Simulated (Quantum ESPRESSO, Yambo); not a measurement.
An input for Yambo 5.3.0 (SnS2 (1T monolayer)):

```
HF_and_locXC
gw0
dyson
ppa
em1d
rim_cut
rim_w
RandQpts= 3000000
RandGvec= 100 RL
CUTGeo= "slab z"
RandGvecW= 9 RL
EXXRLvcs= 64 Ry
VXCRLvcs= 256 Ry
Chimod= "HARTREE"
% BndsRnXp
 1 | 94 |
%
NGsBlkXp= 5.5 Ry
% LongDrXp
 1 | 1 | 0 |
%
% GbndRnge
 1 | 94 |
%
DysSolver= "n"
ExtendOut
PPAPntXp= 27.21138 eV
% QPkrange
 2 | 2 | 23 | 30 |
 4 | 4 | 23 | 30 |
 1 | 1 | 23 | 30 |
%
```

```sh
OMP_NUM_THREADS=1 mpirun -n 4 yambo -F gw5.in -J gw5 -C gw5 > gw5.log
```

The stored states that it reads are on a 6×6×1 mesh. The cell holds 3 atoms: 1 Sn and 2 S. Its edges and angles: a = 3.705 Å, b = 3.705 Å, c = 15.000 Å, α = 90.0°, β = 90.0°, γ = 120.0°. Vacuum lies along c.

**Question.** Estimate wall time and host memory on 4 MPI ranks of Arm Neoverse V1, shared host.

It took 4.4 min; on shared hardware allow 2.2 min to 8.8 min. Peak host memory was 4.5 GiB.

The screening grows as filled bands × empty bands × pairs of k points, times the square of the screening basis for the matrix.

[Paths, hosts, dates, memory and timing lines, banners, echoed tables and standing remarks are left out of the program output.]

[Logs are printed without paths, hosts, clocks, repeated set-up lines and the standing remarks that a program may print on its own settings, such as how far it seeks lower states.]

[Runs of the session that timed out or met a known fault of the program may be left out.]

[Hosts, paths, dates, database ids (printed as entryN), source tags and the programs' standing remarks are cut or masked in the printed files.]
